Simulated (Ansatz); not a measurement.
System: interstitial P in zinc-blende AlP (charge state -1). The step: a concerted move, in which P travels most (a rearrangement that moves the defect's centre by under 1 Å); the atom moves 1.60 Å along (-0.21, 0.00, 0.21) of the unit cell; the moving atom starts with neighbours Al at 2.25, 2 Al at 2.43; P at 2.20 Å and ends with Al at 2.25, 2 Al at 2.43; P at 2.20 Å. A PBE band in Ansatz (plane-wave PAW, a 2×2×2 k-point mesh shifted by half a step, 64 host sites, 83 SCF runs with any check of the saddle's order, static, no finite-size correction) gives a forward barrier of 0.63 eV. The saddle point's order was not checked, and it lies on a symmetry element of the cell, where a band can be held. The charge state is imposed; whether it is stable for some Fermi level was not computed. Sites that were not tried may lie lower.

Single points at the band's start and saddle point can refine it. Rough cost of one point, in units of the band's mean SCF on the same machine:

```tsv
Level	Cost of one point
PBE, a 3×3×3 k-point mesh shifted by half a step	about 4
r2SCAN at 500 eV, a 2×2×2 k-point mesh shifted by half a step	about 3
```

### Question
Which of these move the barrier by more than 0.1 eV, and how far does each move it?

### Answer
Not one does. PBE, a 3×3×3 k-point mesh shifted by half a step: +0.01 eV; r2SCAN at 500 eV, a 2×2×2 k-point mesh shifted by half a step: +0.07 eV. Each functional is compared with PBE at the same k-points.

Ansatz is a first-principles code.
